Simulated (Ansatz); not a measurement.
Reaction (formal exchange of groups at a C–B bond): `C=C(C)B(C)F` + `COC=O` → methyl methacrylate + `CBF`

Isolated molecules relaxed with PBE0-D4/def2-TZVP in Ansatz; ΔE leaves out vibrations. CBS: MP2 limit from def2 TZ/QZ plus the TZ coupled-cluster correction, frozen cores. This one scheme is used for every species. Functionals use def2-TZVPP. B3LYP here is the variant with VWN-RPA as its local correlation; programs differ in this. One conformer a species, not always the lowest.

```tsv
level	ΔE (kJ/mol)	difference from CCSD(T)/CBS
PBE-D4	21.2	0.9
r2SCAN-D4	19.2	-1.1
PBE0-D4	20.1	-0.2
B3LYP-D4	20.6	0.3
ωB97X-V	18.2	-2.1
ωB97M-V	20.0	-0.3
B2PLYP	20.6	0.3
PBE	21.6	1.3
r2SCAN	19.5	-0.8
PBE0	20.6	0.3
B3LYP	21.2	0.9
HF/def2-TZVPP	19.3	-1.0
MP2/def2-TZVPP	19.5	-0.8
SCS-MP2/def2-TZVPP	19.7	-0.6
CCSD/def2-TZVPP	21.3	1.0
CCSD(T)/def2-TZVPP	20.4	0.1
HF/def2-QZVPP	19.3	-1.0
MP2/def2-QZVPP	19.5	-0.8
SCS-MP2/def2-QZVPP	19.8	-0.5
HF/CBS(def2)	19.3	-1.0
MP2/CBS(def2)	19.4	-0.9
CCSD/CBS(def2)	21.2	0.9
CCSD(T)/CBS	20.3	0
```

Largest T1 diagnostic among the species: 0.015.

CCSD(T)/CBS has its own doubt, a few kJ/mol and more with outer-core shells, so smaller differences from it don't rank the levels.
